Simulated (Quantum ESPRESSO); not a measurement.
# Tb (P6_3/mmc) in Quantum ESPRESSO: single point with PBEsol

Aim: the single point of Tb with PBEsol.

Program: Quantum ESPRESSO 7.5. These are calculated values, not measurements. Logs are shortened: lines on timing, memory, paths and dates and some standing lists are left out, and cuts for length are marked.

### Step 1. The structure

The structure is hexagonal, space group P6_3/mmc (No. 194). Conventional cell: a = 3.601 Å, b = 3.601 Å, c = 5.694 Å, α = 90.00°, β = 90.00°, γ = 120.00°. Tb (site symmetry -6m2) has 12 Tb at 3.53 to 3.60 Å as nearest neighbours.

### Step 2. Single point, PBEsol, collinear spin, ferromagnetic start

run.py reads:

```python
import numpy as np
from ase.calculators.espresso import Espresso, EspressoProfile
from ase.io import read

atoms = read('POSCAR')
atoms.set_initial_magnetic_moments([6.0, 6.0])

input_data = {
    'control': {'calculation': 'scf', 'prefix': 'pwscf', 'outdir': './tmp', 'tprnfor': True, 'tstress': True, 'disk_io': 'nowf'},
    'system': {'ecutwfc': 55.0, 'ecutrho': 440.0, 'nbnd': 30, 'input_dft': 'pbesol', 'occupations': 'smearing', 'smearing': 'fd', 'degauss': 0.00367493, 'nspin': 2},
    'electrons': {'conv_thr': 4e-10, 'electron_maxstep': 120, 'mixing_beta': 0.3},
}
pseudopotentials = {'Tb': 'Tb.paw.z_19.atompaw.wentzcovitch.v1.2.upf'}
profile = EspressoProfile(command='mpirun -n 2 pw.x -nk 2', pseudo_dir='pseudo')
dft = Espresso(profile=profile, input_data=input_data, pseudopotentials=pseudopotentials, kpts=(9, 9, 5), koffset=(0, 0, 0))
atoms.calc = dft

print(f'energy {atoms.get_potential_energy():.8f} eV')
print('forces (eV/A)')
print(np.round(atoms.get_forces(), 6))
print('stress (eV/A^3, Voigt)')
print(np.round(atoms.get_stress(), 8))
print(f'Fermi level {dft.get_fermi_level():.4f} eV')
```

POSCAR reads:

```
Tb
1.0
    3.6010000000      0.0000000000      0.0000000000
   -1.8005000000      3.1185574790      0.0000000000
    0.0000000000      0.0000000000      5.6936000000
Tb
2
Direct
    0.6666666667      0.3333333333      0.7500000000
    0.3333333333      0.6666666667      0.2500000000
```

Potentials or basis: SSSP 1.3 efficiency PBE.

Started as:

```sh
> OMP_NUM_THREADS=1 python run.py
```

Standard output:

```text
energy -19619.47928104 eV
forces (eV/A)
[[0. 0. 0.]
 [0. 0. 0.]]
stress (eV/A^3, Voigt)
[ 0.02003695  0.02003695  0.01646165  0.         -0.          0.        ]
Fermi level 12.4413 eV
```

espresso.pwi:

```text
&CONTROL
   calculation      = 'scf'
   tstress          = .true.
   tprnfor          = .true.
   outdir           = './tmp'
   prefix           = 'pwscf'
   disk_io          = 'nowf'
   pseudo_dir       = 'pseudo'
/
&SYSTEM
   nbnd             = 30
   ecutwfc          = 55.0
   ecutrho          = 440.0
   occupations      = 'smearing'
   degauss          = 0.00367493
   smearing         = 'fd'
   nspin            = 2
   input_dft        = 'pbesol'
   starting_magnetization(1) = 6.0
   ntyp             = 1
   nat              = 2
   ibrav            = 0
/
&ELECTRONS
   electron_maxstep = 120
   conv_thr         = 4e-10
   mixing_beta      = 0.3
/
&IONS
/
&CELL
/
&FCP
/
&RISM
/
ATOMIC_SPECIES
Tb  158.92535 Tb.paw.z_19.atompaw.wentzcovitch.v1.2.upf

K_POINTS automatic
9 9 5  0 0 0

CELL_PARAMETERS angstrom
3.60100000000000 0.00000000000000 0.00000000000000
-1.80050000000000 3.11855747900000 0.00000000000000
0.00000000000000 0.00000000000000 5.69360000000000

ATOMIC_POSITIONS angstrom
Tb  1.8005000002 1.0395191596 4.2702000000  
Tb  -0.0000000002 2.0790383194 1.4234000000
```

espresso.pwo:

```text
This program is part of the open-source Quantum ESPRESSO suite
     for quantum simulation of materials; please cite
         "P. Giannozzi et al., J. Phys.:Condens. Matter 21 395502 (2009);
         "P. Giannozzi et al., J. Phys.:Condens. Matter 29 465901 (2017);
         "P. Giannozzi et al., J. Chem. Phys. 152 154105 (2020);
     in publications or presentations arising from this work. More details at

Warning: card &CELL ignored
Warning: card &FCP ignored
Warning: card &RISM ignored

     file Tb.paw.z_19.atompaw.wentzcovitch.v1.2.upf: wavefunction(s)  6S 0P 5D 0D 4F 0F renormalized

     IMPORTANT: XC functional enforced from input :
     Exchange-correlation= PBESOL
                           (   1   4  10   8   0   0   0)
     Any further DFT definition will be discarded
     Please, verify this is what you really want

     Message from routine setup:
     using ibrav=0 with symmetry is DISCOURAGED, use correct ibrav instead

     K-points division:     npool     =       2
     Subspace diagonalization in iterative solution of the eigenvalue problem:
     a serial algorithm will be used

     G-vector sticks info
     --------------------
     sticks:   dense  smooth     PW     G-vecs:    dense   smooth      PW
     Sum        1405     703    211                67259    23709    3861

     Using Slab Decomposition

     bravais-lattice index     =            0
     lattice parameter (alat)  =       6.8049  a.u.
     unit-cell volume          =     431.4798 (a.u.)^3
     number of atoms/cell      =            2
     number of atomic types    =            1
     number of electrons       =        38.00
     number of Kohn-Sham states=           30
     kinetic-energy cutoff     =      55.0000  Ry
     charge density cutoff     =     440.0000  Ry
     scf convergence threshold =      4.0E-10
     mixing beta               =       0.3000
     number of iterations used =            8  plain     mixing
     Exchange-correlation= PBESOL
                           (   1   4  10   8   0   0   0)

     celldm(1)=   6.804904  celldm(2)=   0.000000  celldm(3)=   0.000000
     celldm(4)=   0.000000  celldm(5)=   0.000000  celldm(6)=   0.000000

     crystal axes: (cart. coord. in units of alat)
               a(1) = (   1.000000   0.000000   0.000000 )
               a(2) = (  -0.500000   0.866025   0.000000 )
               a(3) = (   0.000000   0.000000   1.581116 )

     reciprocal axes: (cart. coord. in units 2 pi/alat)
               b(1) = (  1.000000  0.577350 -0.000000 )
               b(2) = (  0.000000  1.154701  0.000000 )
               b(3) = (  0.000000 -0.000000  0.632465 )

     PseudoPot. # 1 for Tb read from file:
     Tb.paw.z_19.atompaw.wentzcovitch.v1.2.upf
     Pseudo is Projector augmented-wave + core cor, Zval = 19.0
     Generated using ATOMPAW code
     Shape of augmentation charge: BESSEL
     Using radial grid of 1111 points,  8 beta functions with:
                l(1) =   0
                l(2) =   0
                l(3) =   1
                l(4) =   1
                l(5) =   2
                l(6) =   2
                l(7) =   3
                l(8) =   3
     Q(r) pseudized with 0 coefficients

     atomic species   valence    mass     pseudopotential
     Tb               19.00   158.92535     Tb( 1.00)

     Starting magnetic structure
     atomic species   magnetization
     Tb              0.316

     24 Sym. Ops., with inversion, found (12 have fractional translation)

   Cartesian axes

     site n.     atom                  positions (alat units)
         1        Tb     tau(   1) = (   0.5000000   0.2886751   1.1858373  )
         2        Tb     tau(   2) = (  -0.0000000   0.5773503   0.3952791  )

     number of k points=    36  Fermi-Dirac smearing, width (Ry)=  0.0037
                       cart. coord. in units 2pi/alat
        k(    1) = (   0.0000000   0.0000000   0.0000000), wk =   0.0024691
        k(    2) = (   0.0000000   0.0000000   0.1264929), wk =   0.0049383
        k(    3) = (   0.0000000   0.0000000   0.2529858), wk =   0.0049383
        k(    4) = (   0.0000000   0.1283001   0.0000000), wk =   0.0148148
        k(    5) = (   0.0000000   0.1283001   0.1264929), wk =   0.0296296
        k(    6) = (   0.0000000   0.1283001   0.2529858), wk =   0.0296296
[... 28 lines left out ...]
        k(   35) = (   0.3333333   0.5773503   0.1264929), wk =   0.0098765
        k(   36) = (   0.3333333   0.5773503   0.2529858), wk =   0.0098765

     Dense  grid:    67259 G-vectors     FFT dimensions: (  45,  45,  72)

     Smooth grid:    23709 G-vectors     FFT dimensions: (  36,  36,  54)

     Generating pointlists ...
     new r_m :   0.4038 (alat units)  2.7479 (a.u.) for type    1

     Initial potential from superposition of free atoms

     starting charge      37.9912, renormalised to      38.0000
     Starting wfcs are   64 randomized atomic wfcs
     Checking if some PAW data can be deallocated...

     Self-consistent Calculation

     iteration #  1     ecut=    55.00 Ry     beta= 0.30
     Davidson diagonalization with overlap
     ethr =  1.00E-02,  avg # of iterations =  2.3

     total energy              =   -1440.55259230 Ry
     estimated scf accuracy    <       1.96797945 Ry

     total magnetization       =     9.89 Bohr mag/cell
     absolute magnetization    =     9.89 Bohr mag/cell

     iteration #  2     ecut=    55.00 Ry     beta= 0.30
     Davidson diagonalization with overlap
     ethr =  5.18E-03,  avg # of iterations =  4.3

     total energy              =   -1440.23225801 Ry
     estimated scf accuracy    <      17.86822062 Ry

     total magnetization       =    10.05 Bohr mag/cell
     absolute magnetization    =    10.05 Bohr mag/cell
[... 221 lines left out ...]
     iteration # 25     ecut=    55.00 Ry     beta= 0.30
     Davidson diagonalization with overlap
     ethr =  4.04E-12,  avg # of iterations =  2.0

     total energy              =   -1442.00525618 Ry
     estimated scf accuracy    <          2.3E-09 Ry

     total magnetization       =    12.08 Bohr mag/cell
     absolute magnetization    =    12.08 Bohr mag/cell

     iteration # 26     ecut=    55.00 Ry     beta= 0.30
     Davidson diagonalization with overlap
     ethr =  4.04E-12,  avg # of iterations =  2.6

     Magnetic moment per site  (integrated on atomic sphere of radius R)
     atom   1 (R=0.404)  charge= 17.5116  magn=  5.9632
     atom   2 (R=0.404)  charge= 17.5116  magn=  5.9632

     End of self-consistent calculation

 ------ SPIN UP ------------

          k = 0.0000 0.0000 0.0000 (  2941 PWs)   bands (ev):

   -33.8470 -33.7774 -10.7751 -10.1784 -10.1784 -10.0669 -10.0669 -10.0156
     7.4587   8.1961   8.1961   8.2127   8.2127   8.2368   8.2368   8.2495
     8.2552   8.2592   8.2592   8.4327   8.4442   8.5989   8.7034  10.2669
    13.7779  14.1508  14.1508  14.4442  14.8268  14.8268

          k = 0.0000 0.0000 0.1265 (  2941 PWs)   bands (ev):

   -33.8404 -33.7841 -10.7072 -10.1679 -10.1679 -10.0934 -10.0776 -10.0776
     7.7485   8.1812   8.1812   8.2123   8.2123   8.2374   8.2374   8.2501
     8.2547   8.2773   8.2773   8.4330   8.4419   8.6079   8.6911  10.1229
    13.4429  14.0131  14.0131  14.1872  14.5978  14.5978

          k = 0.0000 0.0000 0.2530 (  2930 PWs)   bands (ev):

   -33.8231 -33.8016 -10.5254 -10.2913 -10.1401 -10.1401 -10.1057 -10.1057
     8.1754   8.1754   8.1866   8.1866   8.2515   8.2533   8.2678   8.2678
     8.2841   8.2841   8.4284   8.4368   8.5302   8.6368   8.6619   9.4977
    13.2345  13.6253  13.9682  13.9682  14.1992  14.1992
[... 220 lines left out ...]
   -33.7728 -33.7728 -10.5596 -10.5463 -10.5463 -10.3631 -10.2425 -10.2425
     8.1288   8.1288   8.1545   8.1973   8.1973   8.2041   8.2222   8.2346
     8.2346   8.2756   8.5635   8.5635   8.7030   8.7030  11.6404  11.7817
    11.7817  12.1215  13.3167  13.3167  14.9071  16.9331

          k = 0.3333 0.5774 0.2530 (  2985 PWs)   bands (ev):

   -33.7728 -33.7728 -10.6196 -10.6196 -10.4999 -10.4249 -10.1640 -10.1640
     8.1340   8.1340   8.1704   8.1945   8.1945   8.1955   8.2250   8.2275
     8.2275   8.2523   8.5632   8.5632   8.6982   8.6982  11.8347  11.8347
    11.9546  12.1315  13.0531  13.0531  15.0464  15.7166

 ------ SPIN DOWN ----------

          k = 0.0000 0.0000 0.0000 (  2941 PWs)   bands (ev):

   -31.2684 -31.1831  -8.9778  -8.2641  -8.2641  -8.1349  -8.1349  -8.0756
     7.8922  10.7155  12.2888  12.3027  12.3700  12.4401  12.5807  12.5807
    12.6333  12.6333  12.9000  12.9000  13.0050  13.0050  13.0736  13.0835
    14.4087  14.8644  14.8644  15.1736  15.6053  15.6053

          k = 0.0000 0.0000 0.1265 (  2941 PWs)   bands (ev):

   -31.2603 -31.1913  -8.8984  -8.2519  -8.2519  -8.1695  -8.1473  -8.1473
     8.1928  10.5798  12.2650  12.3035  12.3315  12.4441  12.5845  12.5845
    12.6254  12.6254  12.9189  12.9189  13.0177  13.0177  13.0745  13.0826
    14.1292  14.7065  14.7065  14.9140  15.3586  15.3586

          k = 0.0000 0.0000 0.2530 (  2930 PWs)   bands (ev):

   -31.2391 -31.2127  -8.6844  -8.4066  -8.2198  -8.2198  -8.1799  -8.1799
     8.9943   9.9686  12.2195  12.2307  12.3772  12.4221  12.5947  12.5947
    12.6095  12.6095  12.9684  12.9684  13.0154  13.0154  13.0770  13.0801
    13.9819  14.3612  14.6516  14.6516  14.9177  14.9177
[... 220 lines left out ...]
   -31.1769 -31.1769  -8.7255  -8.7069  -8.7069  -8.4897  -8.3433  -8.3433
    11.8627  12.2122  12.2122  12.4369  12.4369  12.4519  12.5753  12.5753
    12.7503  12.7503  12.7983  12.8035  12.8348  12.8348  12.8744  12.9341
    12.9341  12.9864  14.0885  14.0885  15.6220  17.8469

          k = 0.3333 0.5774 0.2530 (  2985 PWs)   bands (ev):

   -31.1769 -31.1769  -8.7934  -8.7934  -8.6542  -8.5642  -8.2491  -8.2491
    12.0687  12.0687  12.0940  12.2998  12.4262  12.4262  12.5762  12.5762
    12.7694  12.7694  12.8005  12.8039  12.8934  12.8934  13.0104  13.0499
    13.0556  13.0556  13.8169  13.8169  15.8252  16.5700

     the Fermi energy is    12.4413 ev

!    total energy              =   -1442.00525618 Ry
     total all-electron energy =     -1442.005256 Ry
     estimated scf accuracy    <          1.4E-10 Ry
     smearing contrib. (-TS)   =      -0.00862399 Ry
     internal energy E=F+TS    =   -1441.99663219 Ry

     The total energy is F=E-TS. E is the sum of the following terms:
     one-electron contribution =    -266.65630832 Ry
     hartree contribution      =     155.85668869 Ry
     xc contribution           =     -51.12925862 Ry
     ewald contribution        =    -347.62846190 Ry
     one-center paw contrib.   =    -932.43929205 Ry

     total magnetization       =    12.08 Bohr mag/cell
     absolute magnetization    =    12.08 Bohr mag/cell

     convergence has been achieved in  26 iterations

     Forces acting on atoms (cartesian axes, Ry/au):

     atom    1 type  1   force =     0.00000000    0.00000000    0.00000000
     atom    2 type  1   force =     0.00000000    0.00000000    0.00000000

     Total force =     0.000000     Total SCF correction =     0.000000

     Computing stress (Cartesian axis) and pressure

          total   stress  (Ry/bohr**3)                   (kbar)     P=      -30.19
  -0.00021823  -0.00000000   0.00000000          -32.10       -0.00        0.00
  -0.00000000  -0.00021823  -0.00000000           -0.00      -32.10       -0.00
   0.00000000  -0.00000000  -0.00017929            0.00       -0.00      -26.38

=------------------------------------------------------------------------------=
   JOB DONE.
=------------------------------------------------------------------------------=
```

Wall time 3.8 min (2 MPI ranks of Arm Neoverse V1, shared host); peak memory 0.86 GiB.

What came out:

| Property | Result |
| --- | --- |
| Free energy | -19619.4810 eV |
| Pressure | -3.0 GPa |
| Band gap on the k mesh | none (metal or under the smearing width) |
| Net moment | 12.08 μB per cell |
| Absolute moment | 12.08 μB per cell |
| Site moments | Tb +5.96 μB |
| Valence electrons inside the program's atomic spheres | Tb 17.51 |

Caveat: the potentials were made for another functional, which shifts forces and pressure; the magnetic or orbital state may not be the lowest; spin-orbit coupling is left out, which moves the levels of the heavy elements. The state reached can hang on the start; a lower one may exist.
